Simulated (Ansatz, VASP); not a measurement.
GaCo in VASP and in Ansatz

```
Ga Co
1.0
     3.11375    0.00000    0.00000
     0.00000    3.11375    0.00000
     0.00000    0.00000    2.99842
Ga Co
1 1
Direct
  0.50000 0.50000 0.50000
  0.00000 0.00000 0.00000
```

Change from the starting cell: strain +0.080 along x and y, +0.040 along z, atoms carried along.

Alike in both runs: task single point; functional PBEsol; k mesh 16 × 16 × 16; occupations gaussian, width 0.15 eV; no spin polarisation.

|  | VASP | Ansatz |
| --- | --- | --- |
| version | VASP 6.6.1 | Ansatz 0.2.0 |
| potentials or method | VASP PAW PBE potentials, release 64 (Ga_d, Co) | scalar-relativistic, plane waves, PAW |
| plane-wave cutoff (eV) | 520 | 420 |
| valence electrons in the cell | 22 | 30 |

```tsv
	VASP	Ansatz	Ansatz less VASP
gap on the k mesh at the Fermi level (eV)	none	none	-
pressure (GPa)	-26.6	-26.8	-0.20
largest component of the traceless stress (GPa)	1.14	1.13	-0.010
```

A gap of «none» marks a metal or a gap that the smearing closes. The two sets of potentials don't hold the same shells in valence.

Caveats: so large a pressure means that the cell lies far from this level's equilibrium, or that cutoff or potentials fall short (VASP); the potentials were made for another functional, which shifts forces and pressure (VASP). Spin polarisation is off, so any magnetic state and its effect on volume and gap are missing.
